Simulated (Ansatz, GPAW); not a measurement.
Mg: 3 runs at one level of theory

```xyz
1
Lattice="0.0000 2.2443 2.2443 2.2443 0.0000 2.2443 2.2443 2.2443 0.0000" Properties=species:S:1:pos:R:3 pbc="T T T"
Mg    0.0000    0.0000    0.0000
```

This isn't the form of Mg at room conditions, which is hcp.

Alike in all runs: task single point; functional LDA; k mesh 10 × 10 × 10; occupations gaussian, width 0.05 eV; no spin polarisation; no spin-orbit coupling. LDA stands for any of its common fits. Pressure is positive in compression and, in plane waves, holds the error of the finite cutoff, which Ansatz's Pulay term estimates and takes out.

```
                                                    program and potentials  plane-wave cutoff (eV)                                                 notes  band gap (eV)  pressure (GPa)
                                                        Ansatz, Ansatz PAW                     420  potentials made for PBE, which Ansatz adapts in part         no gap           -1.40
                            Ansatz, all-electron LAPW, scalar-relativistic                       -                                                     -         no gap           -1.37
GPAW, the program's PAW data sets (release 1.2.1) made for this functional                     800                                                     -         no gap           -1.40
```

None finds a gap. The pressure spans -1.40 (GPAW, the program's PAW data sets (release 1.2.1) made for this functional) to -1.37 GPa (Ansatz, all-electron LAPW, scalar-relativistic), with all-electron results at -1.37.

Differences between rows come from potentials, basis sets and numerical settings, since the functional is the same but for its coding. Runs on potential files found faulty are left out.
